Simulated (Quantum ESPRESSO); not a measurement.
# Os under changes of volume

One of the cells (13.982 Å³/atom); the others are scaled copies at fixed shape and fractional positions:

```
CELL_PARAMETERS angstrom
2.73410 0.00000 0.00000
-1.36705 2.36780 0.00000
0.00000 0.00000 4.31970
ATOMIC_POSITIONS crystal
Os 0.66667 0.33333 0.75000
Os 0.33333 0.66667 0.25000
```

- Program: Quantum ESPRESSO 7.5
- Functional: LDA
- Potentials or basis: GBRV 1.5 LDA
- Cutoff: 612 eV
- Density cutoff: 4898 eV
- k mesh: 11 × 11 × 6
- Occupations: fermi-dirac, width 0.05 eV
- Spin: no spin polarisation

```tsv
volume (Å³/atom)	energy over the lowest point (meV/atom)	pressure (GPa)
13.143	35.10	20.4
13.423	8.53	9.4
13.703	0.00	-0.3
13.982	?	?
14.262	29.28	-16.6
14.542	63.73	-23.4
14.821	109.39	-29.5
```

Problem. What does the run at 13.982 Å³/atom give?

Solution. Energy over the lowest point 7.51 meV/atom; pressure -8.9 GPa.

Worked out: A Birch-Murnaghan fit of order 3 (a polynomial in V^(-2/3)) to the other rows has its minimum at 13.71 Å³/atom with B0 = V·E''(V) = 449 GPa and B' = 4.7 at fixed shape and positions, which overstates the stiffness. It gives 7.49 meV/atom at 13.982 Å³/atom, against the run's 7.51, and -dE/dV = -8.5 GPa, against -8.9.

Energies are extrapolated to zero smearing.
